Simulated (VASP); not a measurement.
**CaSe: single point with PBE-based screened hybrid**

CaSe:

```xyz
2
Lattice="3.6348 0.0000 0.0000 0.0000 3.6348 0.0000 0.0000 0.0000 3.6348" Properties=species:S:1:pos:R:3 pbc="T T T"
Ca    0.0000    0.0000    0.0000
Se    1.8174    1.8174    1.8174
```

The cell was built by a generator and needn't be a form met in nature.

```yaml
Program: VASP 6.6.1
Task: single point
Functional: PBE-based screened hybrid
Potentials_or_basis: VASP PAW PBE potentials, release 64 (Ca_sv, Se)
Cutoff: 520 eV
k_mesh: 4 × 4 × 4
Occupations: gaussian, width 0.01 eV
Spin: no spin polarisation
```

```
Pressure               : 0.0 GPa
Band gap on the k mesh : 2.06 eV, direct
```

Levels at points of the mesh, in eV from the valence-band top:
| k point | band 5 | band 6 | band 7 | band 8 | band 9 | band 10 | band 11 | band 12 |
| --- | --- | --- | --- | --- | --- | --- | --- | --- |
| (0.00, 0.00, 0.00) | -14.98 | -1.03 | -1.03 | -1.03 | 2.63 | 2.63 | 3.47 | 6.70 |
| (0.50, 0.00, 0.00) | -14.08 | -5.64 | -1.12 | -1.12 | 3.92 | 6.07 | 7.09 | 7.21 |
| (0.50, 0.50, 0.00) | -13.71 | -4.14 | -4.14 | 0.00 | 2.06 | 4.81 | 5.12 | 5.12 |
| (0.50, 0.50, 0.50) | -13.02 | -4.19 | -4.19 | -4.19 | 5.09 | 5.09 | 5.09 | 8.12 |

Wall time 12 min on 1 thread of Intel(R) Xeon(R) Platinum 8375C CPU @ 2.90GHz (Ice Lake) (shared host), peak memory 0.27 GiB.

Caveat: the k mesh is coarse (spacing up to 0.43 Å⁻¹), so the values aren't converged; the PAW data sets were made with another functional, which shifts forces and pressure a little. A k mesh can miss the band edges.
